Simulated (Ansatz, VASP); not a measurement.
## One calculation of Ge, two programs

Contents of INCAR:

```
SYSTEM = Ge
  ALGO = Fast
  EDIFF = 1E-6
  ENCUT = 520
  GGA = PS
  ISIF = 2
  ISMEAR = 0
  LASPH = .True.
  LCHARG = .False.
  LREAL = .False.
  LWAVE = .False.
  NBANDS = 36
  NELM = 100
  PREC = Accurate
  SIGMA = 0.1
```

File KPOINTS:

```
k-points
0
Gamma
  12 12 6
  0 0 0
```

File POSCAR:

```
Ge
1.0
    4.1252287591      0.0000000000      0.0000000000
   -2.0626143796      3.5725529018      0.0000000000
    0.0000000000      0.0000000000      6.2161520724
Ge
4
Direct
    0.6666666700      0.3333333300      0.0734380295
    0.3333333300      0.6666666700      0.5325330283
    0.6666666700      0.3333333300      0.4674669717
    0.3333333300      0.6666666700      0.9265619705
```

Input for Ansatz:

```yaml
crystal:
  lattice:
    - [4.1252287591, 0.0, 0.0]
    - [-2.0626143796, 3.5725529018, 0.0]
    - [0.0, 0.0, 6.2161520724]
  atoms:
    - { symbol: Ge, position: [0.66666667, 0.33333333, 0.0734380295] }
    - { symbol: Ge, position: [0.33333333, 0.66666667, 0.5325330283] }
    - { symbol: Ge, position: [0.66666667, 0.33333333, 0.4674669717] }
    - { symbol: Ge, position: [0.33333333, 0.66666667, 0.9265619705] }
basis:
  ecutwfc: 420
kpoints:
  mp_grid: { grid: [12, 12, 6] }
hamiltonian:
  xc: pbesol
scf:
  occupations: { method: gaussian, width: 0.1 }
output:
  forces: true
  stress: true
  eigenvalues: true
```

Alike in both runs: task single point; functional PBEsol; k mesh 12 × 12 × 6; occupations gaussian, width 0.1 eV; no spin polarisation.

```csv
,VASP,Ansatz
version,VASP 6.6.1,Ansatz 0.2.0
potentials or method,"VASP PAW PBE potentials, release 64 (Ge_d)","scalar-relativistic, plane waves, PAW"
plane-wave cutoff (eV),520,420
valence electrons in the cell,56,56
```

|  | VASP | Ansatz | Ansatz less VASP |
| --- | --- | --- | --- |
| gap on the k mesh at the Fermi level (eV) | none | none | - |
| pressure (GPa) | 0.1 | 0.2 | +0.16 |
| largest component of the traceless stress (GPa) | 4.77 | 4.75 | -0.023 |
| rms of the force components (eV/Å) | 0.573 | 0.572 | -0.0011 |

Atom by atom the forces differ by 0.002 eV/Å (rms over components). A gap of «none» marks a metal or a gap that the smearing closes. With one functional, cell and mesh, what is left measures potentials, basis and numerics.

Caveats: the PAW data sets were made with another functional, which shifts forces and pressure a little (VASP).
